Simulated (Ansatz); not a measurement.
A nudged elastic band was laid between two geometries of a periodic cell of 47 atoms, Si₁₆O₃₁ (host SiO2, host structure P6_3/mmc, one O atom removed).

These are results of DFT PBEsol, scalar-relativistic, plane waves, PAW (Ansatz), not measurements. Settings: PAW set soft_1, cutoff 420 eV, k mesh 1x1x2, gaussian smearing 0.02 eV, no spin polarisation.

```yaml
movable_images: 5
climbing_image: yes
spring: 5.0 eV/Å²
optimiser: quadratic models (default)
start_path: straight line
force_threshold: 0.05 eV/Å
iteration_limit: 36
end_points: relaxed
```

First end point:

```xyz
47
Lattice="-5.2328 -9.0635 0.0000 7.8492 -4.5317 0.0000 0.0000 0.0000 8.5398" Properties=species:S:1:pos:R:3
Si 2.548 -7.569 7.911
Si 0.280 -6.187 3.854
Si 0.015 -6.107 0.621
Si 2.349 -7.378 4.679
O -1.455 -6.699 0.259
O 2.384 -8.959 4.252
O 1.141 -7.081 -0.004
O 2.441 -7.338 6.309
O 0.267 -6.086 2.224
O -1.106 -6.946 4.283
O 2.768 -9.139 -0.268
Si -0.024 -3.079 8.040
Si 5.181 -6.079 3.723
Si 5.190 -6.088 0.493
Si -0.009 -3.085 4.809
O 3.771 -6.699 -0.009
O 0.196 -4.650 4.412
O -1.436 -2.485 4.265
O -1.460 -2.523 -0.003
O 0.024 -2.993 6.425
O 5.242 -5.999 2.107
O 3.722 -6.683 4.120
O 0.158 -4.612 0.004
Si 5.220 -3.044 8.004
Si 2.596 -1.470 3.755
Si 2.599 -1.532 0.528
Si 5.276 -3.015 4.778
O 1.165 -2.165 0.115
O 5.289 -4.579 4.339
O 3.923 -2.264 4.267
O 3.785 -2.501 -0.006
O 5.314 -2.912 6.394
O 2.666 -1.391 2.139
O 1.236 -2.240 4.197
O 5.385 -4.603 -0.126
Si -2.614 -7.556 8.044
Si 2.644 -10.472 3.710
Si 2.607 -10.569 0.488
Si -2.548 -7.477 4.822
O 1.166 -11.222 0.136
O -2.705 -9.029 4.366
O -3.800 -6.577 4.266
O -4.065 -7.033 -0.005
O -2.514 -7.374 6.439
O 2.718 -10.389 2.093
O 1.378 -11.386 4.163
O -2.458 -9.129 -0.139
```

Last end point:

```xyz
47
Lattice="-5.2328 -9.0635 0.0000 7.8492 -4.5317 0.0000 0.0000 0.0000 8.5398" Properties=species:S:1:pos:R:3
Si 2.521 -7.498 8.015
Si -0.003 -6.041 3.372
Si -0.003 -6.041 0.898
Si 2.521 -7.498 4.794
O -1.316 -6.808 0.302
O 2.593 -9.056 4.375
O 1.315 -6.802 0.308
O 2.288 -7.363 6.405
O 1.315 -6.802 3.962
O -1.316 -6.808 3.968
O 2.593 -9.056 -0.105
Si 0.000 -3.122 8.017
Si 5.227 -6.085 3.758
Si 5.227 -6.085 0.512
Si 0.000 -3.122 4.792
O 3.907 -6.781 -0.105
O 0.005 -4.520 3.968
O -1.324 -2.293 4.374
O -1.324 -2.293 -0.104
O 0.008 -3.382 6.405
O 5.226 -6.192 2.135
O 3.907 -6.781 4.375
O 0.005 -4.520 0.302
Si 5.242 -3.026 8.029
Si 2.589 -1.495 3.758
Si 2.589 -1.495 0.512
Si 5.242 -3.026 4.781
O 1.307 -2.268 -0.098
O 5.249 -4.538 4.215
O 3.930 -2.269 4.219
O 3.930 -2.269 0.051
O 5.241 -3.026 6.405
O 2.502 -1.444 2.135
O 1.307 -2.268 4.368
O 5.249 -4.538 0.055
Si -2.530 -7.502 8.017
Si 2.650 -10.547 3.758
Si 2.650 -10.547 0.512
Si -2.530 -7.502 4.792
O 1.322 -11.340 0.055
O -2.615 -9.061 4.368
O -3.909 -6.770 4.374
O -3.909 -6.770 -0.104
O -2.300 -7.379 6.405
O 2.743 -10.493 2.135
O 1.322 -11.340 4.215
O -2.615 -9.061 -0.098
```

(1) What changes between the two ends?

(2) Give the energies along the band, and the barrier.

(3) What is the geometry of the highest image?

Results:

(1) Contacts lost: Si2–Si4, Si3–O9. Contacts made: Si2–Si3, Si4–O9. The atom that moves furthest is O9, by 2.15 Å.

(2) It converged. The highest image is number 3 of 0 to 6, 4.16 eV above the first end and 4.19 eV above the last; the last end lies 0.03 eV below the first. Neighbouring images differ by up to 2.5 eV, so the band resolves the path poorly. By the program's own check the climbing image is of a kind that is not told: the force calls were inconclusive, a negative curvature could not be distinguished from the path's own, the only one lies far off the path, or fixed occupations may fill a level only in part (lowest curvatures found: -5.04 and -0.08 eV/Å²). Limits of this set-up: coarse k mesh, PAW files made for another functional.

| image | path coordinate (Å) | energy (eV) | Si2–Si4 (Å) | Si3–O9 (Å) | Si2–Si3 (Å) |
| --- | --- | --- | --- | --- | --- |
| 0 | 0.00 | 0.00 | 2.53 | 1.62 | 3.24 |
| 1 | 0.77 | 0.09 | 2.56 | 1.62 | 3.21 |
| 2 | 1.55 | 1.87 | 3.02 | 1.67 | 2.92 |
| 3 | 2.32 | 4.16 | 3.73 | 1.94 | 2.44 |
| 4 | 3.14 | 1.67 | 3.32 | 2.75 | 2.45 |
| 5 | 3.96 | -0.01 | 3.24 | 3.35 | 2.49 |
| 6 | 4.78 | -0.03 | 3.24 | 3.42 | 2.47 |

(3) 
```xyz
47
Lattice="-5.2328 -9.0635 0.0000 7.8492 -4.5317 0.0000 0.0000 0.0000 8.5398" Properties=species:S:1:pos:R:3
Si 2.605 -7.534 7.947
Si -0.466 -5.761 3.241
Si 0.128 -6.120 0.901
Si 2.486 -7.522 4.689
O -1.264 -6.784 0.299
O 2.323 -9.066 4.295
O 1.277 -6.985 0.110
O 2.429 -7.367 6.307
O 0.859 -6.528 2.650
O -1.373 -6.771 4.136
O 2.837 -9.099 -0.211
Si 0.074 -3.158 8.101
Si 5.183 -6.052 3.726
Si 5.291 -6.096 0.491
Si -0.053 -3.039 4.870
O 3.901 -6.688 -0.102
O -0.049 -4.515 4.200
O -1.410 -2.254 4.438
O -1.341 -2.517 0.026
O 0.043 -3.243 6.474
O 5.298 -6.041 2.116
O 3.833 -6.879 4.104
O 0.302 -4.602 0.265
Si 5.296 -3.044 8.029
Si 2.538 -1.442 3.789
Si 2.661 -1.533 0.554
Si 5.166 -3.018 4.797
O 1.286 -2.178 0.002
O 5.050 -4.556 4.310
O 3.858 -2.202 4.325
O 3.917 -2.472 0.125
O 5.271 -2.947 6.409
O 2.576 -1.405 2.170
O 1.218 -2.215 4.312
O 5.494 -4.593 -0.079
Si -2.472 -7.550 8.083
Si 2.549 -10.571 3.714
Si 2.707 -10.560 0.489
Si -2.643 -7.465 4.866
O 1.304 -11.232 0.043
O -2.746 -9.004 4.386
O -4.000 -6.679 4.436
O -3.904 -6.953 0.019
O -2.397 -7.383 6.464
O 2.741 -10.462 2.113
O 1.248 -11.445 4.095
O -2.391 -9.129 -0.098
```

Run time: 43 min on 2 threads of Arm Neoverse V1, with other jobs on the host, peak memory 2.5 GiB.
